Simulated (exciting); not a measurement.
## Al: equation of state with PBE

**Measured values to compare with.**

From “The interpretation of polycrystalline coherent inelastic neutron scattering from aluminium”, 2013, pmc:3831299, for a bulk crystal of Al: bulk modulus 76.9 GPa.

Crystal: Al.

```
CELL_PARAMETERS angstrom
0.00000 2.02481 2.02481
2.02481 0.00000 2.02481
2.02481 2.02481 0.00000
ATOMIC_POSITIONS crystal
Al 0.00000 0.00000 0.00000
```

- Program: exciting (release sodium)
- Task: equation of state
- Functional: PBE
- Potentials or basis: all-electron LAPW+lo, shipped species files, valence relativity iora*
- rgkmax: 7.5
- k mesh: 11 × 11 × 11
- Occupations: fermi-dirac, width 0.05 eV
- Spin: no spin polarisation

The equilibrium volume is 16.52 Å³/atom and the bulk modulus is 80 GPa. The pressure derivative of the bulk modulus is 4.5 (rough: it moves with the points fitted).

Energy against volume, from the lowest point:
| volume (Å³/atom) | energy (meV/atom) |
| --- | --- |
| 15.607 | 13.73 |
| 15.939 | 5.34 |
| 16.271 | 0.97 |
| 16.603 | 0.00 |
| 16.935 | 2.49 |
| 17.267 | 7.93 |
| 17.599 | 15.66 |

Against the measured bulk modulus of Al, 76.9 GPa (quoted in “The interpretation of polycrystalline coherent inelastic neutron scattering from aluminium”, 2013, pmc:3831299), the calculated 80 GPa is off by +3.4 %. The fit is for a static lattice scaled at fixed shape and fixed fractional positions. The cell as given is a measured one (16.60 Å³/atom); PBE puts the equilibrium volume -0.5 % from it, thermal expansion not counted.
